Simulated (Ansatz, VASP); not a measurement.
## Two plane-wave programs on Sb

```xyz
1
Lattice="3.2655 0.6178 0.6178 0.6178 3.2655 0.6178 0.6178 0.6178 3.2655" Properties=species:S:1:pos:R:3 pbc="T T T"
Sb    0.0000    0.0000    0.0000
```

Alike in both runs: task single point; functional PBEsol; k mesh 16 × 16 × 16; occupations gaussian, width 0.15 eV; no spin polarisation.

```csv
,VASP,Ansatz
version,VASP 6.6.1,Ansatz 0.2.0
potentials or method,"VASP PAW PBE potentials, release 64 (Sb)","scalar-relativistic, plane waves, PAW"
plane-wave cutoff (eV),520,420
valence electrons in the cell,5,15
```

|  | VASP | Ansatz | Ansatz less VASP |
| --- | --- | --- | --- |
| gap on the k mesh at the Fermi level (eV) | none | none | - |
| pressure (GPa) | -7.6 | -7.6 | +0.05 |
| largest component of the traceless stress (GPa) | 1.29 | 1.29 | 0.000 |

A gap of «none» marks a metal or a gap that the smearing closes. With one functional, cell and mesh, what is left measures potentials, basis and numerics. The two sets of potentials don't hold the same shells in valence.

Caveats: the PAW data sets were made with another functional, which shifts forces and pressure a little (VASP). The runs have no spin-orbit coupling, so splittings on Sb are missing.
